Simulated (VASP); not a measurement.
**HC18N: single point with PBEsol**

Slab: HC18N, a slab with vacuum.

```
CELL_PARAMETERS angstrom
7.39800 0.00000 0.00000
-3.69900 6.40686 0.00000
0.00000 0.00000 12.00000
ATOMIC_POSITIONS crystal
C 0.01130 0.01100 0.07693
C 0.23414 0.13078 0.09508
C 0.01315 0.34477 0.06982
C 0.23885 0.45782 0.06523
C 0.00881 0.67550 0.07431
C 0.23213 0.77928 0.10673
C 0.35020 0.01251 0.11211
C 0.57189 0.12458 0.08033
C 0.35044 0.35022 0.06745
C 0.56988 0.45739 0.06830
C 0.35015 0.67541 0.07332
C 0.56957 0.78828 0.07087
C 0.67966 0.01296 0.07357
C 0.90182 0.12343 0.07123
C 0.67922 0.34305 0.07166
C 0.90143 0.45474 0.06972
C 0.68007 0.67814 0.06668
C 0.90360 0.78902 0.07176
N 0.28772 0.08772 0.20630
H 0.20672 0.74043 0.19859
```

The cell was built by a generator and needn't be a form met in nature.

```yaml
Program: VASP 6.6.1
Task: single point
Functional: PBEsol
Potentials_or_basis: VASP PAW PBE potentials, release 64 (C, N, H)
Cutoff: 520 eV
k_mesh: 2 × 2 × 1
Occupations: fermi-dirac, width 0.02 eV
Spin: no spin polarisation
```

| Item | Value |
| --- | --- |
| Largest force | 0.187 eV/Å |
| Band gap on the k mesh | 0.43 eV, indirect (least direct gap 0.51 eV) |

Forces in eV/Å, atoms in the order of the input:
```
C    0.005  0.012 -0.005
C   -0.054  0.023 -0.080
C    0.008  0.004 -0.001
C   -0.018 -0.017 -0.009
C    0.017  0.010 -0.008
C    0.001  0.013 -0.014
C    0.079 -0.050 -0.069
C   -0.008 -0.012  0.005
C    0.005 -0.014 -0.005
C    0.003 -0.007 -0.004
C   -0.001  0.018 -0.010
C   -0.008  0.007  0.006
C   -0.018  0.000 -0.008
C    0.003  0.016 -0.008
C   -0.002 -0.007 -0.002
C    0.014 -0.008  0.000
C   -0.002 -0.005 -0.004
C   -0.002  0.005 -0.004
N   -0.027  0.024  0.184
H    0.004 -0.011  0.036
```

Levels at points of the mesh, in eV from the valence-band top:
```csv
k point,band 35,band 36,band 37,band 38,band 39,band 40,band 41,band 42,band 43,band 44
"(0.00, 0.00, 0.00)",-2.87,-2.51,-1.42,-0.23,-0.15,0.43,1.29,2.88,3.97,4.39
"(0.50, 0.00, 0.00)",-2.38,-2.26,-2.06,-1.48,-0.13,0.66,2.26,2.52,2.81,4.28
"(0.00, 0.50, 0.00)",-2.37,-2.22,-1.93,-1.23,-0.11,0.45,2.11,2.45,2.82,4.08
"(0.50, 0.50, 0.00)",-2.38,-2.21,-2.05,-1.12,0.00,0.51,2.16,2.39,2.74,4.03
```

It took 3.2 min on 1 thread of Intel(R) Xeon(R) 6975P-C (Granite Rapids), on a shared host, peak memory 0.59 GiB.

Caveat: the k mesh is coarse (spacing up to 0.49 Å⁻¹), so the values aren't converged; the PAW data sets were made with another functional, which shifts forces and pressure a little. A hybrid or GW would open this gap; PBEsol tends to underestimate it.
